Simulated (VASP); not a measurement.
# Y4N (Pm-3m) in VASP: band structure with RPBE+D4+U

Aim: the band structure of Y4N with RPBE+D4+U.

Everything below comes from runs of VASP 6.6.1. Logs are shortened: lines on timing, memory, paths and dates and some standing lists are left out, and cuts for length are marked.

## (1) Starting point

Symmetry: Pm-3m, No. 221, cubic system. Conventional cell: a = 4.978 Å, b = 4.978 Å, c = 4.978 Å, α = 90.00°, β = 90.00°, γ = 90.00°. Y (site symmetry 4/mmm) has 2 N at 2.49 Å as nearest neighbours. Y (site symmetry m-3m) has 12 Y at 3.52 Å as nearest neighbours. Around N (site symmetry m-3m) lie 6 Y at 2.49 Å.

The cell was built by a generator and needn't be a form met in nature.

## (2) Band structure, RPBE+D4+U

Y4N.cif

```cif
data_Y4N
_cell_length_a 4.97833000
_cell_length_b 4.97833000
_cell_length_c 4.97833000
_cell_angle_alpha 90.00000000
_cell_angle_beta 90.00000000
_cell_angle_gamma 90.00000000
_space_group_name_H-M_alt 'Pm-3m'
_space_group_name_Hall '-P 4 2 3'
_space_group_IT_number 221
loop_
_space_group_symop_operation_xyz
'x,y,z'
'-x,-y,-z'
'-y,x,z'
'y,-x,-z'
'-x,-y,z'
'x,y,-z'
'y,-x,z'
'-y,x,-z'
'x,-y,-z'
'-x,y,z'
'-y,-x,-z'
'y,x,z'
'-x,y,-z'
'x,-y,z'
'y,x,-z'
'-y,-x,z'
'z,x,y'
'-z,-x,-y'
'z,-y,x'
'-z,y,-x'
'z,-x,-y'
'-z,x,y'
'z,y,-x'
'-z,-y,x'
'-z,x,-y'
'z,-x,y'
'-z,-y,-x'
'z,y,x'
'-z,-x,y'
'z,x,-y'
'-z,y,x'
'z,-y,-x'
'y,z,x'
'-y,-z,-x'
'x,z,-y'
'-x,-z,y'
'-y,z,-x'
'y,-z,x'
'-x,z,y'
'x,-z,-y'
'-y,-z,x'
'y,z,-x'
'-x,-z,-y'
'x,z,y'
'y,-z,-x'
'-y,z,x'
'x,-z,y'
'-x,z,-y'
loop_
_atom_site_label
_atom_site_type_symbol
_atom_site_symmetry_multiplicity
_atom_site_Wyckoff_symbol
_atom_site_fract_x
_atom_site_fract_y
_atom_site_fract_z
_atom_site_occupancy
Y1 Y 3 c 0.0000000000 0.5000000000 0.5000000000 1
Y2 Y 1 a 0.0000000000 0.0000000000 0.0000000000 1
N1 N 1 b 0.5000000000 0.5000000000 0.5000000000 1
```

POSCAR

```
Y  N 
 1.0000000000000000
     4.9783299999999997    0.0000000000000000    0.0000000000000000
     0.0000000000000000    4.9783299999999997    0.0000000000000000
     0.0000000000000000    0.0000000000000000    4.9783299999999997
 Y   N  
   4   1
Cartesian
  0.0000000000000000  2.4891649999999998  2.4891649999999998
  2.4891649999999998  0.0000000000000000  2.4891649999999998
  2.4891649999999998  2.4891649999999998  0.0000000000000000
  0.0000000000000000  0.0000000000000000  0.0000000000000000
  2.4891649999999998  2.4891649999999998  2.4891649999999998
```

INCAR.step1

```
SYSTEM = Y4N
ALGO = Normal
EDIFF = 1E-7
ENCUT = 520
GGA = RP
ISIF = 2
ISMEAR = -1
IVDW = 13
LASPH = .True.
LCHARG = .True.
LDAU = .True.
LDAUJ = 1 0
LDAUL = 2 -1
LDAUPRINT = 1
LDAUTYPE = 1
LDAUU = 8 0
LMAXMIX = 4
LREAL = .False.
LWAVE = .False.
NBANDS = 32
NELM = 100
PREC = Accurate
SIGMA = 0.1
```

KPOINTS.step1

```
k-points
0
Gamma
  6 6 6
  0 0 0
```

INCAR.step2

```
SYSTEM = Y4N
ALGO = Normal
EDIFF = 1E-7
ENCUT = 520
GGA = RP
ICHARG = 11
ISIF = 2
ISMEAR = 0
IVDW = 13
LASPH = .True.
LCHARG = .False.
LDAU = .True.
LDAUJ = 1 0
LDAUL = 2 -1
LDAUPRINT = 1
LDAUTYPE = 1
LDAUU = 8 0
LMAXMIX = 4
LREAL = .False.
LWAVE = .False.
NBANDS = 32
NELM = 100
PREC = Accurate
SIGMA = 0.05
```

KPOINTS.step2

```
path GXMGRX,MR
15
line-mode
reciprocal
 0.0000000000  0.0000000000  0.0000000000  G
 0.0000000000  0.5000000000  0.0000000000  X

 0.0000000000  0.5000000000  0.0000000000  X
 0.5000000000  0.5000000000  0.0000000000  M

 0.5000000000  0.5000000000  0.0000000000  M
 0.0000000000  0.0000000000  0.0000000000  G

 0.0000000000  0.0000000000  0.0000000000  G
 0.5000000000  0.5000000000  0.5000000000  R

 0.5000000000  0.5000000000  0.5000000000  R
 0.0000000000  0.5000000000  0.0000000000  X

 0.5000000000  0.5000000000  0.0000000000  M
 0.5000000000  0.5000000000  0.5000000000  R
```

Potentials or basis: VASP PAW PBE potentials, release 64 (Y_sv, N).

Command:

```console
$ ase convert -i cif -o vasp Y4N.cif POSCAR
$ cat potpaw_PBE.64/Y_sv/POTCAR potpaw_PBE.64/N/POTCAR > POTCAR
$ cp INCAR.step1 INCAR
$ cp KPOINTS.step1 KPOINTS
$ mpirun -np 1 vasp_std > vasp.out
$ cp INCAR.step2 INCAR
$ cp KPOINTS.step2 KPOINTS
$ mpirun -np 1 vasp_std > vasp.out
```

OUTCAR:

```text
SYSTEM = Y4N
   EDIFF = 1E-7
   ENCUT = 520
   GGA = RP
   ICHARG = 11
   ISIF = 2
   ISMEAR = 0
   IVDW = 13
   LASPH = .True.
   LREAL = .False.
   NELM = 100
   PREC = Accurate

 ion  position               nearest neighbor table
   1  0.000  0.500  0.500-   5 2.49   5 2.49   4 3.52   2 3.52   3 3.52   4 3.52   2 3.52   4 3.52
                             4 3.52   2 3.52   3 3.52   3 3.52   3 3.52   2 3.52
   2  0.500  0.000  0.500-   5 2.49   5 2.49   4 3.52   1 3.52   3 3.52   4 3.52   1 3.52   3 3.52
                             3 3.52   3 3.52   1 3.52   4 3.52   4 3.52   1 3.52
   3  0.500  0.500  0.000-   5 2.49   5 2.49   4 3.52   1 3.52   1 3.52   2 3.52   2 3.52   2 3.52
                             4 3.52   2 3.52   1 3.52   4 3.52   1 3.52   4 3.52
   4  0.000  0.000  0.000-   1 3.52   2 3.52   3 3.52   1 3.52   2 3.52   1 3.52   3 3.52   1 3.52
                             2 3.52   3 3.52   2 3.52   3 3.52
   5  0.500  0.500  0.500-   1 2.49   2 2.49   3 2.49   3 2.49   2 2.49   1 2.49

  LATTYP: Found a simple cubic cell.
 ALAT       =     4.9783300000

  Lattice vectors:

 A1 = (   4.9783300000,   0.0000000000,   0.0000000000)
 A2 = (   0.0000000000,   4.9783300000,   0.0000000000)
 A3 = (   0.0000000000,   0.0000000000,   4.9783300000)

Analysis of symmetry for initial positions (statically):
=====================================================================
 Subroutine PRICEL returns:
 Original cell was already a primitive cell.

 Routine SETGRP: Setting up the symmetry group for a
 simple cubic supercell.

 Subroutine GETGRP returns: Found 48 space group operations
 (whereof 48 operations were pure point group operations)
 out of a pool of 48 trial point group operations.

The static configuration has the point symmetry O_h .

Analysis of symmetry for dynamics (positions and initial velocities):
=====================================================================
 Subroutine PRICEL returns:
 Original cell was already a primitive cell.

 Routine SETGRP: Setting up the symmetry group for a
 simple cubic supercell.

 Subroutine GETGRP returns: Found 48 space group operations
 (whereof 48 operations were pure point group operations)
 out of a pool of 48 trial point group operations.

The dynamic configuration has the point symmetry O_h .
[... 138 lines left out ...]

 onsite density matrix

spin component  1
[... 116 lines left out ...]
  o =  0.0562  v =  0.0000 -0.1049  0.0000  0.9945 -0.0000  0.0000  0.0000  0.0000  0.0000  0.0000      0.0000  0.0000  0.0000  0.0000  0.0000  0.0000  0.0000  0.0000  0.0000  0.0000
  o =  0.0562  v =  0.0000  0.9945  0.0000  0.1049 -0.0000  0.0000  0.0000  0.0000  0.0000  0.0000      0.0000  0.0000  0.0000  0.0000  0.0000  0.0000  0.0000  0.0000  0.0000  0.0000
  o =  0.0562  v =  0.0000  0.0000  0.0000  0.0000  0.0000  0.0000 -0.1049  0.0000  0.9945 -0.0000      0.0000  0.0000  0.0000  0.0000  0.0000  0.0000  0.0000  0.0000  0.0000  0.0000
  o =  0.0562  v =  0.0000  0.0000  0.0000  0.0000  0.0000  0.0000  0.9945  0.0000  0.1049 -0.0000      0.0000  0.0000  0.0000  0.0000  0.0000  0.0000  0.0000  0.0000  0.0000  0.0000
  o =  0.0562  v =  0.0000  0.0000  0.0000  0.0000  0.0000  1.0000  0.0000  0.0000  0.0000  0.0000      0.0000  0.0000  0.0000  0.0000  0.0000  0.0000  0.0000  0.0000  0.0000  0.0000
  o =  0.0562  v =  1.0000  0.0000  0.0000  0.0000  0.0000  0.0000  0.0000  0.0000  0.0000  0.0000      0.0000  0.0000  0.0000  0.0000  0.0000  0.0000  0.0000  0.0000  0.0000  0.0000
  o =  0.0659  v =  0.0000  0.0000  0.0000  0.0000  0.0000  0.0000 -0.0000 -0.0000 -0.0000 -1.0000      0.0000  0.0000  0.0000  0.0000  0.0000  0.0000  0.0000  0.0000  0.0000  0.0000
  o =  0.0659  v =  0.0000 -0.0000 -0.0000 -0.0000 -1.0000  0.0000  0.0000  0.0000  0.0000  0.0000      0.0000  0.0000  0.0000  0.0000  0.0000  0.0000  0.0000  0.0000  0.0000  0.0000
  o =  0.0659  v =  0.0000  0.0000  0.0000  0.0000  0.0000  0.0000 -0.0000  1.0000 -0.0000 -0.0000      0.0000  0.0000  0.0000  0.0000  0.0000  0.0000  0.0000  0.0000  0.0000  0.0000
  o =  0.0659  v =  0.0000 -0.0000  1.0000 -0.0000 -0.0000  0.0000  0.0000  0.0000  0.0000  0.0000      0.0000  0.0000  0.0000  0.0000  0.0000  0.0000  0.0000  0.0000  0.0000  0.0000

 number of electron      49.0000001 magnetization

 Free energy of the ion-electron system (eV)
  ---------------------------------------------------
  ext. energy  EPLUGINS =         0.00000000
  ---------------------------------------------------
  free energy    TOTEN  =       -24.35687194 eV

  energy without entropy =      -24.35083542  energy(sigma->0) =      -24.35385368

 E-fermi :   4.8864     XC(G=0):  -9.9601

 val. band max:        4.8731540036   @ k =   0.1429   0.1429   0.1429
 cond. band min:       4.8882423418   @ k =   0.3929   0.3929   0.3929
 fundamental gap:      0.0150883382
 Fermi energy:         4.8864250660

 k-point     1 :       0.0000    0.0000    0.0000
  band No.  band energies     occupation
      1     -39.3179      2.00000
      2     -39.0861      2.00000
      3     -39.0137      2.00000
      4     -39.0137      2.00000
      5     -19.4452      2.00000
      6     -19.4452      2.00000
[... 829 lines left out ...]
     31       7.5704      0.00000
     32       8.6334      0.00000

 [... further k-points ...]

------------------------ aborting loop because EDIFF is reached ----------------------------------------

  DFT-D4 for vdW energy calculation

  Edisp (eV):   -2.23017

  FORCE on cell =-STRESS in cart. coord.  units (eV):
  Direction    XX          YY          ZZ          XY          YZ          ZX
  --------------------------------------------------------------------------------------
  -------------------------------------------------------------------------------------
  Total      12.05961    12.05961    12.05961    -0.00000     0.00000     0.00000
  in kB     156.60042   156.60042   156.60042    -0.00000     0.00000     0.00000
  external pressure =      156.60 kB  Pullay stress =        0.00 kB

 VOLUME and BASIS-vectors are now :
 -----------------------------------------------------------------------------
  energy-cutoff  :      520.00
  volume of cell :      123.38
      direct lattice vectors                 reciprocal lattice vectors
     4.978330000  0.000000000  0.000000000     0.200870573  0.000000000  0.000000000
     0.000000000  4.978330000  0.000000000     0.000000000  0.200870573  0.000000000
     0.000000000  0.000000000  4.978330000     0.000000000  0.000000000  0.200870573

 POSITION                                       TOTAL-FORCE (eV/Angst)
 -----------------------------------------------------------------------------------
      0.00000      2.48916      2.48916         0.000000      0.000000      0.000000
      2.48916      0.00000      2.48916         0.000000      0.000000      0.000000
      2.48916      2.48916      0.00000         0.000000      0.000000      0.000000
      0.00000      0.00000      0.00000         0.000000      0.000000      0.000000
      2.48916      2.48916      2.48916         0.000000      0.000000      0.000000
 -----------------------------------------------------------------------------------
    total drift:                                0.000000      0.000000     -0.000000

  FREE ENERGIE OF THE ION-ELECTRON SYSTEM (eV)
  ---------------------------------------------------
  free  energy   TOTEN  =       -26.5870369727 eV

  energy  without entropy=      -26.5810004565  energy(sigma->0) =      -26.58401871
```

Wall time 11 min (1 thread of Intel Xeon Platinum 8175M at 2.50GHz (Skylake/Cascade Lake), shared host); peak memory 0.44 GiB.

What came out:

```yaml
Band_gap_along_the_path: none (metal or under the smearing width)
Dispersion_energy_per_atom: -0.446 eV
```

Levels at the corners of the path, in eV from the Fermi level:
| point | band 22 | band 23 | band 24 | band 25 | band 26 | band 27 |
| --- | --- | --- | --- | --- | --- | --- |
| Γ | -1.87 | -1.87 | -0.41 | -0.41 | -0.41 | 2.18 |
| X | -2.77 | -0.84 | 0.19 | 0.19 | 0.66 | 0.83 |
| X | -2.77 | -0.84 | 0.19 | 0.19 | 0.66 | 0.83 |
| M | -1.35 | -1.35 | -0.96 | 0.38 | 0.47 | 0.47 |
| M | -1.35 | -1.35 | -0.96 | 0.38 | 0.47 | 0.47 |
| Γ | -1.87 | -1.87 | -0.41 | -0.41 | -0.41 | 2.18 |
| Γ | -1.87 | -1.87 | -0.41 | -0.41 | -0.41 | 2.18 |
| R | -0.50 | -0.50 | -0.50 | -0.49 | -0.49 | -0.49 |
| R | -0.50 | -0.50 | -0.50 | -0.49 | -0.49 | -0.49 |
| X | -2.77 | -0.84 | 0.19 | 0.19 | 0.66 | 0.83 |
| M | -1.35 | -1.35 | -0.96 | 0.38 | 0.47 | 0.47 |
| R | -0.50 | -0.50 | -0.50 | -0.49 | -0.49 | -0.49 |

Caveat: the log is that of the step along the path at fixed density, whose energy, stress, charges and moments have no meaning; the PAW data sets were made with another functional, which shifts forces and pressure a little; U without spin polarisation on a metal has little footing; pairwise dispersion overbinds metals, which lowers pressure and volume.

## (3) For comparison

An earlier run on the cell as given: functional PBE; potentials or basis VASP PAW PBE potentials, release 64 (Y_sv, N); cutoff 520 eV; k mesh 6 × 6 × 6; occupations fermi-dirac, width 0.05 eV; no spin polarisation.

- Pressure: 0.0 GPa
- Band gap on the k mesh: none (metal or under the smearing width)
